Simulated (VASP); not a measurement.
# Sc: restarted molecular dynamics, 2 variants

Sc, P6_3/mmc (no. 194), 8 atoms in the cell. PBE, molecular dynamics; PAW potentials Sc_sv (PBE set).

| Restart from | Temperature at the end (K) | The same without a restart (K) | Potential energy at the end (eV/atom) | The same without a restart (eV/atom) | Electronic steps in the first step after the restart | Time (s) |
|---|---|---|---|---|---|---|
| CONTCAR with velocities, WAVECAR read | 542.0 | 542.0 | -6.12836 | -6.12840 | 7 | 886 |
| CONTCAR with velocities, no WAVECAR | 542.0 | 542.0 | -6.12843 | -6.12840 | 28 | 925 |

Limits: 120 fs of 8 atoms are too short for converged averages; the cell is only 5.3 Å across, so each atom moves in step with near copies of itself.

## Input of the first row

INCAR.step1:
```
ALGO = Fast ; EDIFF = 1E-6
ENCUT = 230 ; GGA = PE
IBRION = 0 ; ISIF = 2
ISMEAR = -1 ; ISYM = 0
KPAR = 2 ; LASPH = True
LCHARG = False ; LREAL = Auto
LWAVE = True ; MDALGO = 4
NELM = 60 ; NELMIN = 4
NHC_NCHAINS = 3 ; NHC_PERIOD = 30
NSW = 30 ; POTIM = 2.0
PREC = Normal ; RANDOM_SEED = 53488 0 0
SIGMA = 0.05 ; TEBEG = 1000
```

INCAR.step2, as INCAR.step1 but for:
```
- LWAVE = True
+ LWAVE = False
```

KPOINTS:
```
k-points
0
Monkhorst-Pack
  2 2 2
```

POSCAR.step1:
```
Sc
1.0
    6.6180000000      0.0000000000      0.0000000000
   -3.3090000000      5.7313561222      0.0000000000
    0.0000000000      0.0000000000      5.2733000000
Sc
8
Direct
    0.3333333334      0.1666666666      0.7500000000
    0.3333333334      0.6666666666      0.7500000000
    0.8333333334      0.1666666666      0.7500000000
    0.8333333333      0.6666666666      0.7500000000
    0.1666666666      0.3333333334      0.2500000000
    0.1666666666      0.8333333333      0.2500000000
    0.6666666667      0.3333333334      0.2500000000
    0.6666666666      0.8333333333      0.2500000000
```

Commands (each step's output is kept before the next begins):
```
cat potpaw_PBE.64/Sc_sv/POTCAR > POTCAR
cp INCAR.step1 INCAR
cp POSCAR.step1 POSCAR
mpirun -np 2 vasp_std > vasp.out
cp CONTCAR POSCAR
cp INCAR.step2 INCAR
mpirun -np 2 vasp_std > vasp.out
```

Changes of the last row against the first:
```
(step 1)
- LWAVE = True
+ LWAVE = False
```

VASP 6.6.1 took 886 s on 2 cores (Intel Xeon Platinum 8259CL @ 2.50GHz (Skylake/Cascade Lake)), a shared host.
